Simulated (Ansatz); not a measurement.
Runs of Ansatz 0.2.0 on Ti. The structure is cubic, space group Im-3m (No. 229). Conventional cell: a = 3.282 Å, b = 3.282 Å, c = 3.282 Å, α = 90.00°, β = 90.00°, γ = 90.00°. Around Ti (site symmetry m-3m) lie 8 Ti at 2.84 Å. This isn't the form of Ti at room conditions, which is hcp.

```csv
task,level,cell,k mesh,cutoff (eV),smearing,basis error allowed,mesh quality,gap on the mesh (eV),pressure (GPa),relaxed volume (Å³/atom)
relaxation of cell and atoms,PBEsol+D4,relaxed,11 × 11 × 11,-,fermi-dirac 0.05 eV,0.001 eV/atom,not flagged,-,0.0,(b)
single point,PBE,as given,11 × 11 × 11,227,gaussian 0.017 eV,0.001 eV/atom,not flagged,none,-2.9,-
single point,LDA,as given,11 × 11 × 11,227,gaussian 0.05 eV,0.001 eV/atom,not flagged,none,(a),-
single point,PBE,as given,7 × 7 × 7,201,fermi-dirac 0.04 eV,0.003 eV/atom,coarse,none,-1.6,-
single point,PBE,as given,7 × 7 × 7,210,fermi-dirac 0.06 eV,0.002 eV/atom,coarse,none,-1.6,-
single point,PBE,as given,4 × 4 × 4,210,fermi-dirac 0.03 eV,0.002 eV/atom,coarse,none,-1.5,-
elastic constants,PBEsol,as given,8 × 8 × 8,240,fermi-dirac 0.05 eV,0.001 eV/atom,coarse,none,-6.9,-
relaxation of cell and atoms,revPBE+D3(BJ),relaxed,11 × 11 × 11,-,fermi-dirac 0.05 eV,0.001 eV/atom,not flagged,-,0.0,15.83
```

Alike in all rows: potentials or basis all-electron LAPW, scalar-relativistic; no spin polarisation.

Question: Estimate the missing entries.

Answer: (a) -11.2; (b) 16.35.

Caveats: some runs use coarse meshes; the k mesh is thin for a metal, which can move the energy by tens of meV per atom (some runs); a metal's response needs a denser mesh (some runs); the cell is more than 3 GPa from zero pressure, which shifts response properties (some runs); the elastic tensor has a negative eigenvalue, so either the cell is unstable as it stands or the mesh is too thin (some runs); the volume moved by -10 % from the deposited cell, more than functionals usually miss (some runs).

A gap of «none» marks a metal or a gap under the smearing width.
